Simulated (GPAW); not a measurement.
Wanted: an ASE script for a GPAW 26.7.0 run.

| Item | Value |
| --- | --- |
| Task | optical spectrum |
| Functional | PBE |
| Potentials or basis | GPAW PAW data sets (gpaw-data 1.2.1) |
| Cutoff | 500 eV |
| Basis | pw |
| k mesh | 10 × 10 × 10 |
| Occupations | fermi-dirac, width 0.05 eV |
| Spin | no spin polarisation |
| Eta | 0.1 eV |
| Response ecut | 50 eV |
| Scissors | 0 eV |
| Kernel | RPA |
| Maxiter | 150 |
| Response k mesh | 30 × 30 × 30 |
| Domega0 | 0.05 eV |
| Omega2 | 10 eV |
| Response bands | 16 |
| Directions | ["x"] |
| Intraband | yes |

The structure of Zn lies in POSCAR:

```
Zn
1.0
   -1.5690370000      1.5690370000      1.5690370000
    1.5690370000     -1.5690370000      1.5690370000
    1.5690370000      1.5690370000     -1.5690370000
Zn
1
Direct
    0.0000000000      0.0000000000      0.0000000000
```

This isn't the form of Zn at room conditions, which is hcp.

One way to write it, as run:

run.py

```python
from ase.dft.bandgap import bandgap
from ase.io import read, write
from gpaw import GPAW, PW
from gpaw.response.df import DielectricFunction

atoms = read('POSCAR')

calc = GPAW(mode=PW(500),
            xc='PBE',
            kpts={'size': (10, 10, 10), 'gamma': True},
            occupations={'name': 'fermi-dirac', 'width': 0.05},
            nbands=13,
            convergence={'density': 1e-06},
            maxiter=150,
            txt='gpaw.txt')
atoms.calc = calc
energy = atoms.get_potential_energy()
calc.write('gs.gpw')
write('result.traj', atoms)
print(f'Energy: {energy:.6f} eV')
print('Fermi level:', round(calc.get_fermi_level(), 4), 'eV')
print(f'Gap: {bandgap(calc)[0]:.4f} eV, direct: {bandgap(calc, direct=True)[0]:.4f} eV')

dense = calc.fixed_density(kpts={'size': (30, 30, 30), 'gamma': True},
                           nbands=22, convergence={'bands': 16, 'eigenstates': 1e-7},
                           update_fermi_level=True, txt='dense.txt')
dense.write('dense.gpw', mode='all')

df = DielectricFunction('dense.gpw', frequencies={'type': 'nonlinear', 'domega0': 0.05, 'omega2': 10},
                        eta=0.1, ecut=50, nbands=16, rate='eta', txt='df.txt')
for direction in ['x']:
    df.get_dielectric_function(xc='RPA', direction=direction, filename=f'df_{direction}.csv')
```

Potentials or basis: GPAW PAW data sets (gpaw-data 1.2.1), pw.

The run is started by

```bash
$ OMP_NUM_THREADS=1 python run.py
```

Results of the run:

| Item | Value |
| --- | --- |
| Band gap on the k mesh | none (metal or under the smearing width) |

Caveat: the intraband term hangs on this k mesh; the long-wavelength limit can be off by several per cent where d states take part; independent-particle spectra lack excitons.

Wall time 2.1 min on 1 thread of Arm Neoverse V1 (shared host), peak memory 0.43 GiB.
